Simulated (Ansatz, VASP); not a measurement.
Ru in VASP and in Ansatz

```
CELL_PARAMETERS angstrom
2.69420 0.00000 0.00000
0.00000 3.81017 0.00000
0.00000 0.00000 20.86239
ATOMIC_POSITIONS crystal
Ru 0.50000 0.50000 0.19173
Ru 0.00000 0.00000 0.25630
Ru 0.50000 0.50000 0.31898
Ru 0.00000 0.00000 0.37687
```

Alike in both runs: task single point; functional PBE; k mesh 10 × 7 × 1; occupations gaussian, width 0.1 eV; no spin polarisation.

|  | VASP | Ansatz |
| --- | --- | --- |
| version | VASP 6.6.1 | Ansatz 0.2.0 |
| potentials or method | VASP PAW PBE potentials, release 64 (Ru_pv) | scalar-relativistic, plane waves, PAW |
| plane-wave cutoff (eV) | 520 | 420 |
| valence electrons in the cell | 56 | 64 |

Ansatz gave:

| Item | Value |
| --- | --- |
| gap on the k mesh at the Fermi level (eV) | none |
| rms of the force components (eV/Å) | 0.541 |
| work function, face that differs most (eV) | 4.48 |

**Question.** Estimate VASP's values.

**Answer.** gap on the k mesh at the Fermi level (eV): none; rms of the force components (eV/Å): 0.543; work function, face that differs most (eV): 4.42.

Atom by atom the forces differ by 0.007 eV/Å (rms over components). A gap of «none» marks a metal or a gap that the smearing closes. The two sets of potentials don't hold the same shells in valence.
